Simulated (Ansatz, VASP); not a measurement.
# SnO2 in two plane-wave programs, part 2 of 2

One calculation is typed for both programs; each brings its own data sets. How far apart do they land? The cell is taken from a series of runs on this material, whose earlier steps may have relaxed, scaled, displaced or heated it; both programs get it as it stands.

VASP 6.6.1 and Ansatz 0.2.0.

So far. Step 2 (VASP: single point, HSE06): The run ends at a pressure of -8.99 GPa, with forces up to 0.17 eV/Å.

### Step 3. Ansatz: single point, HSE06

Level of this step: Ansatz beside VASP: Kohn-Sham DFT, plane waves, HSE06 (Ansatz).

Ansatz runs on its PAW soft_1 files.

The same cell, functional and mesh now go to Ansatz, which takes its cutoff from its data sets.

input.yaml

```yaml
crystal:
  lattice:
    - [4.788004, 0.0, 0.0]
    - [0.0, 4.866582, 0.0]
    - [0.0, 0.0, 3.240898]
  atoms:
    - { symbol: Sn, position: [0.5, 0.5, 0.5] }
    - { symbol: Sn, position: [0.0, 0.0, 0.0] }
    - { symbol: O, position: [0.291855, 0.321042, 0.0] }
    - { symbol: O, position: [0.791855, 0.178958, 0.5] }
    - { symbol: O, position: [0.208145, 0.821042, 0.5] }
    - { symbol: O, position: [0.708145, 0.678958, 0.0] }
kpoints:
  mp_grid: { grid: [4, 4, 4] }
  band_path:
    path:
      - [0.0, 0.0, 0.0]
      - [0.5, 0.0, 0.0]
      - [0.5, 0.5, 0.0]
      - [0.0, 0.5, 0.0]
      - [0.0, 0.0, 0.5]
      - [0.5, 0.0, 0.5]
      - [0.5, 0.5, 0.5]
      - [0.0, 0.5, 0.5]
      - [0.1, 0.0, 0.0]
    npoints: 1
hamiltonian:
  xc: hse06
  pseudopotentials: { kind: paw, azcp: { folder: soft_1 } }
scf:
  occupations: { method: fixed }
  n_extra_bands: 6
output:
  eigenvalues: true
```

The run is started by

```sh
> ansatz run input.yaml --threads 2 --pin off --max-ram 92160MiB --backend cuda --events-out ev --progress --plain --runs-dir out --devices 1 --max-vram 13GiB
```

Numbers of over 12 decimals in the logs are rounded to 6 here.

Log:

```text
scf.n_extra_bands = 6 over 26 filled bands (N_el = 52.0): the run solves 32 bands
GPUs: using 1 of 1 available (devices: 1).
Engine: ansatz 0.2.0, x86_64-unknown-linux-gnu
Pseudopotentials: kind: paw
Pseudopotential: Sn, paw, valence charge 14, recommended cutoff 420 eV (normal), soft_1/Sn.paw.azcp
Pseudopotential: O, paw, valence charge 6, recommended cutoff 420 eV (normal), soft_1/O.paw.azcp
Functional definition: HSE06
  parameter a = 0.25
  parameter omega = 0.11/bohr
  exchange = pbe_x - a*pbe_x_sr(omega) + a*exact_x_sr(omega)
  correlation = pbe_c
davidson cushion auto → on  (no smearing: the cushion is to keep the highest requested band from converging to the state above it; pin scf.eigensolver.cushion to override)
device memory: the entry about to start is reckoned to put 1.0 GiB on a device that reports 65.2 GiB free (of which the cap on the GPU budget leaves the run 13.0 GiB)
GPU FFT provider: cuFFT
GPU libraries: cuBLAS 13.8.2, cuFFT 12.4.0, cuSOLVER 12.3.4
Crystal: 6 atoms, lattice volume = 75.517 Å³
Basis set: ecut = 420 eV, 1479 PW (Γ)
Bands: 32, of which v1, the nominal top of the filled ones, is band 26 counted from 1 (25 counted from 0)
Symmetry: 8 space group operations
Space group: Pnnm (ITA 58), of the structure as read, at distance tolerance 4.2e-5 Å
k-points: 27 of 64
Non-local potential: Sn, projectors of the file, l = 0: 2, l = 1: 2, l = 2: 2, l = 3: 1
Non-local potential: O, projectors of the file, l = 0: 2, l = 1: 2, l = 2: 1
PAW form: soft (Blöchl's): semilocal exchange-correlation on the pseudo side does not see the compensation charge
PAW frozen core: Sn, regenerated for the run's functional, and the local potential with it (the file was generated under x = pbe(κ = 0.804, μ = 0.219515), c = pbe(β = 0.066725))
PAW frozen core: O, regenerated for the run's functional, and the local potential with it (the file was generated under x = pbe(κ = 0.804, μ = 0.219515), c = pbe(β = 0.066725))
PAW one-centre angular grid: Sn, 590 points (default); XC on 64 Gauss nodes
PAW one-centre angular grid: O, 110 points (default); XC on 96 Gauss nodes
Initial density: superposition of atomic densities (chi_scale 0.1, normalization cell, long waves kept (reshape's long-wave potential 0.00 eV rms))
Initial wavefunctions: pseudopotential atomic-orbital guess
GPU buffer pool allocated for 31104 grid points (all kernels)
GPU transforms: local potential and band sums: pruned to the plane-wave sphere, on 36×36×24
Functional: x = pbe(κ = 0.804, μ = 0.219515), c = pbe(β = 0.066725), warm-up for x = pbe(κ = 0.804, μ = 0.219515) + 0.25 (exact − pbe) at short range (hse, ω = 0.207870 Å⁻¹), c = pbe(β = 0.066725); HSE06 as pw.x's `hse` composes it (authors' and Libxc's form: `xc: wpbeh`)
SCF iter   1: F=—  HF=-14318.767060 eV  |F-HF|=—  |Δ(HF+E_count)|=         —  Δρ=7.51e-2  dr2=3.26e0  ethr=1.00e-1  ⟨swp⟩=4.0  Hψ=2656  notcnv=0
preconditioner: auto → none  [insulator: Δε(μ)=1.201 eV  Ē_g=19.655 eV  n_scr=18 (ndim 8)  ℏωp=30.8 eV  f_vac=0.000]
SCF iter   2: F=—  HF=-14318.201367 eV  |F-HF|=—  |Δ(HF+E_count)|=   5.66e-1  Δρ=4.07e-2  dr2=5.36e-1  ethr=6.26e-3  ⟨swp⟩=3.4  Hψ=2320  notcnv=0  defer=3
SCF iter   3: F=—  HF=-14318.140114 eV  |F-HF|=—  |Δ(HF+E_count)|=   6.13e-2  Δρ=1.41e-2  dr2=1.16e-1  ethr=1.03e-3  ⟨swp⟩=3.1  Hψ=2310  notcnv=0
iter 4 solved again at ethr=1.88e-5 eV; its pass at ethr=2.23e-4 eV (dr2=9.76e-3 eV) is discarded
SCF iter   4: F=—  HF=-14318.142451 eV  |F-HF|=—  |Δ(HF+E_count)|=   2.34e-3  Δρ=4.65e-3  dr2=9.02e-3  ethr=1.88e-5  ⟨swp⟩=3.5  Hψ=3983  notcnv=0  defer=3
SCF iter   5: F=—  HF=-14318.144169 eV  |F-HF|=—  |Δ(HF+E_count)|=   1.72e-3  Δρ=7.16e-4  dr2=1.73e-4  ethr=1.73e-5  ⟨swp⟩=2.7  Hψ=1948  notcnv=0  defer=1
SCF iter   6: F=-14318.144342 eV  HF=-14318.144345 eV  |F-HF|=2.99e-6  |Δ(HF+E_count)|=   1.77e-4  Δρ=1.31e-4  dr2=5.79e-6  ethr=3.32e-7  ⟨swp⟩=4.2  Hψ=2857  notcnv=0  defer=2
SCF 1 stopped early in 6 iterations: F = -14318.144342 eV  dr2 = 5.79e-6
  greatest PAW one-centre occupation: 0.996 electrons in one spin orbital (limit 2), on the Sn atom at site 0 (counted from 0), in its partial waves of l = 2
device memory: the entry about to start is reckoned to put 1.5 GiB (of the 1.6 GiB reckoned in all, the device holds 0.1 GiB already) on a device that reports 66.9 GiB free (of which the cap on the GPU budget leaves the run 12.9 GiB)
GPU FFT provider: cuFFT
GPU libraries: cuBLAS 13.8.2, cuFFT 12.4.0, cuSOLVER 12.3.4
Initial density: handed on by an earlier stage of this run
Initial wavefunctions: those handed on with the density
GPU buffer pool allocated for 31104 grid points (all kernels)
GPU transforms: local potential and band sums: pruned to the plane-wave sphere, on 36×36×24
Functional: x = pbe(κ = 0.804, μ = 0.219515) + 0.25 (exact − pbe) at short range (hse, ω = 0.207870 Å⁻¹), c = pbe(β = 0.066725); HSE06 as pw.x's `hse` composes it (authors' and Libxc's form: `xc: wpbeh`)
Exchange kernel: α = 0.2500, screened, ω = 0.2079 Å⁻¹, Wigner–Seitz truncation, v(0) = 1029.5469 eV·Å³, q-mesh 4×4×4, nearest image of the exchange supercell L = 12.96 Å, pair-density grid 30×30×20, without the augmentation charges, whose exchange is taken in its separable form by FFT convolution over the k-point mesh (sized by the pseudopotential files, 36×36×24 at the most), smooth part of the exact exchange by density-matrix convolution in up to 2.46 GiB of GPU memory as planned if the GPU has room (build and FFT work areas not counted)
Frozen-core exchange: fock
SCF iter   1: F=—  HF=-14325.562735 eV  |F-HF|=—  |Δ(HF+E_count)|=         —  Δρ=9.53e-3  dr2=5.42e-2  ethr=1.11e-7  ⟨swp⟩=9.0  Hψ=5304  notcnv=0
preconditioner: auto → none  [insulator: Δε(μ)=2.426 eV  Ē_g=21.895 eV  n_scr=18 (ndim 8)  ℏωp=30.8 eV  f_vac=0.030]
SCF iter   2: F=—  HF=-14325.544983 eV  |F-HF|=—  |Δ(HF+E_count)|=   1.78e-2  Δρ=2.60e-3  dr2=5.77e-3  ethr=1.11e-7  ⟨swp⟩=6.0  Hψ=4024  notcnv=0  defer=8
SCF iter   3: F=—  HF=-14325.569586 eV  |F-HF|=—  |Δ(HF+E_count)|=   2.46e-2  Δρ=1.31e-3  dr2=1.08e-3  ethr=1.11e-7  ⟨swp⟩=5.9  Hψ=3834  notcnv=0  defer=7
SCF iter   4: F=—  HF=-14325.569246 eV  |F-HF|=—  |Δ(HF+E_count)|=   3.40e-4  Δρ=8.56e-5  dr2=3.70e-5  ethr=1.11e-7  ⟨swp⟩=4.0  Hψ=2864  notcnv=0
SCF iter   5: F=-14325.569506 eV  HF=-14325.569515 eV  |F-HF|=8.83e-6  |Δ(HF+E_count)|=   2.68e-4  Δρ=1.36e-4  dr2=1.32e-5  ethr=4.07e-9  ⟨swp⟩=6.0  Hψ=3800  notcnv=0  defer=10
SCF 2 stopped early in 5 iterations: F = -14325.569506 eV  dr2 = 1.32e-5
  greatest PAW one-centre occupation: 0.996 electrons in one spin orbital (limit 2), on the Sn atom at site 1 (counted from 0), in its partial waves of l = 2
hybrid outer 1: dexx = +2.765e-2 eV, tail = 1.29e-4 eV
GPU FFT provider: cuFFT
GPU libraries: cuBLAS 13.8.2, cuFFT 12.4.0, cuSOLVER 12.3.4
GPU buffer pool allocated for 31104 grid points (all kernels)
GPU transforms: local potential and band sums: pruned to the plane-wave sphere, on 36×36×24
Exchange kernel: α = 0.2500, screened, ω = 0.2079 Å⁻¹, Wigner–Seitz truncation, v(0) = 1029.5469 eV·Å³, q-mesh 4×4×4, nearest image of the exchange supercell L = 12.96 Å, pair-density grid 30×30×20, without the augmentation charges, whose exchange is taken in its separable form by FFT convolution over the k-point mesh (sized by the pseudopotential files, 36×36×24 at the most), smooth part of the exact exchange by density-matrix convolution in up to 2.46 GiB of GPU memory as planned if the GPU has room (build and FFT work areas not counted)
Frozen-core exchange: fock
SCF iter   1: F=—  HF=-14325.568617 eV  |F-HF|=—  |Δ(HF+E_count)|=         —  Δρ=5.38e-5  dr2=1.49e-6  ethr=1.24e-6  ⟨swp⟩=3.4  Hψ=2046  notcnv=0
preconditioner: auto → none  [insulator: Δε(μ)=2.427 eV  Ē_g=21.936 eV  n_scr=18 (ndim 8)  ℏωp=30.8 eV  f_vac=0.036]
SCF iter   2: F=—  HF=-14325.568621 eV  |F-HF|=—  |Δ(HF+E_count)|=   4.40e-6  Δρ=2.82e-5  dr2=4.21e-7  ethr=1.87e-9  ⟨swp⟩=5.1  Hψ=3531  notcnv=0  defer=1
iter 3 solved again at ethr=4.27e-11 eV; its pass at ethr=6.90e-10 eV (dr2=2.22e-8 eV) is discarded
SCF iter   3: F=-14325.568621 eV  HF=-14325.568621 eV  |F-HF|=1.69e-9  |Δ(HF+E_count)|=   5.95e-8  Δρ=1.01e-5  dr2=3.20e-8  ethr=4.27e-11  ⟨swp⟩=4.0  Hψ=4438  notcnv=0
SCF 3 converged in 3 iterations: F = -14325.568621 eV  dr2 = 3.20e-8
hybrid outer 2: dexx = +2.814e-6 eV, tail = 1.29e-7 eV, Δε = 4.54e-3 eV (about 1.95e-4 eV left of the loop's levels)
the search or the solves at the SCF's close seem to have found levels that the self-consistency loop had missed (the run counts 2). By its estimate they hold under 1e-12 electrons; where the run keeps them, the occupations were computed again with them
device memory: the entry about to start is reckoned to put 0.5 GiB on a device that reports 71.3 GiB free (of which the cap on the GPU budget leaves the run 13.0 GiB)
NSCF: frozen V_eff on 9 k-points
hybrid SCF converged: 2 outer / 8 inner (+6 warm-up), last move |dexx| = 2.81e-6 eV, tail = 1.29e-7 eV
Stability not checked: this state was not tested for a lower state beside it, because the functional holds exact exchange (a hybrid, or Hartree-Fock), whose exchange loop this test does not read (fock_operator; see scf.lower_state_search)
Free energy (F): -14325.568621 eV
Frozen-core exchange: fock
Harris-Foulkes:  -14325.568621 eV  (|F-HF|=1.69e-9)
Internal energy: -14325.568621 eV  (E = F + TS)
E sigma→0 (E₀):  -14325.568621 eV
Fermi energy:    7.375079 eV
--- Per-component energies (eV) ---
  E_band       = -257.259783
  E_kinetic    = 1015.706419
  E_local      = -3251.919322  (includes V_loc(G=0)·N_el)
  E_nonlocal   = 489.372830
  E_hartree    = 1476.197055
  E_xc         = -428.624287
  E_vxc        = -416.837461  (∫ρ·V_xc dr)
  E_exx        = -151.468272  (= α·E_x^exact, valence–valence)
  E_paw        = -9362.784894  (= ΣΔE_a)
  E_vpaw       = -743.041736  (= ΣTr[D̂ρ^β])
  E_aug_tail   = 0.003813  (compensation charges beyond the density's cutoff)
  E_ewald      = -4112.463075
  E_core_change = 0.411113  (= ΣΔE_core)
  E_smearing   = -0.000000  (= −TS)
  E_closure    = -0.000000  (closes the sum)
  Σ components = -14325.568621   (vs F -14325.568621, Δ=-1.82e-12)
--- Band table (eV; the first three rows and the last of 27) ---
  k-point 0: bands = [... 22 lower, 6.4422, 6.7946, 6.8113, 7.3751, 9.8012, 15.1113, 15.2887, 15.4609, ... 2 higher]
  k-point 1: bands = [... 22 lower, 5.0770, 6.6572, 6.7499, 6.9327, 12.4727, 15.9225, 17.4512, 17.5825, ... 2 higher]
  k-point 2: bands = [... 22 lower, 5.8180, 5.8180, 6.2290, 6.2290, 15.0805, 15.0805, 18.8361, 18.8361, ... 2 higher]
  k-point 26: bands = [... 22 lower, 6.5257, 6.5257, 6.6239, 6.6239, 13.7037, 13.7037, 17.9928, 17.9928, ... 2 higher]
```

### Step 4. Side by side

Known differences besides the potentials themselves: exact exchange at q = 0 is treated differently, which shows on coarse meshes; VASP keeps PBE cores, Ansatz makes them for the functional; fixed occupations in Ansatz, narrow Gaussian smearing in VASP; the cutoff is 420 eV in Ansatz and 520 eV in VASP; VASP takes a coarser grid for exact exchange (PRECFOCK = Fast). Total energies have different zeros and are not compared.

The two programs side by side:

| quantity | Ansatz | VASP | difference |
| --- | --- | --- | --- |
| gap on the k mesh (eV) | 2.426 | 2.415 | +0.011 |

A gap on the mesh is an upper bound, since the band edges may lie between its points.

### Step 5. Summary of results

| Item | Value |
| --- | --- |
| difference in gap on the k mesh (single point, HSE06) | 0.011 eV |

What this shows: The difference in gap on the k mesh is 0.011 eV (single point, HSE06), within the 0.08 eV picked in this series as the mark of a large difference. Such differences can come from data sets, numerical settings and the points named under the comparisons, not from the functional's error against experiment.

[Lines on the potential files, build, host, timing and source positions are cut from VASP's logs without a mark.]

[Logs are printed without paths, hosts, clocks, repeated set-up lines and the standing remarks that a program may print on its own settings, such as how far it seeks lower states.]

[Hosts, paths, dates, database ids (printed as entryN), source tags and the programs' standing remarks are cut or masked in the printed files.]
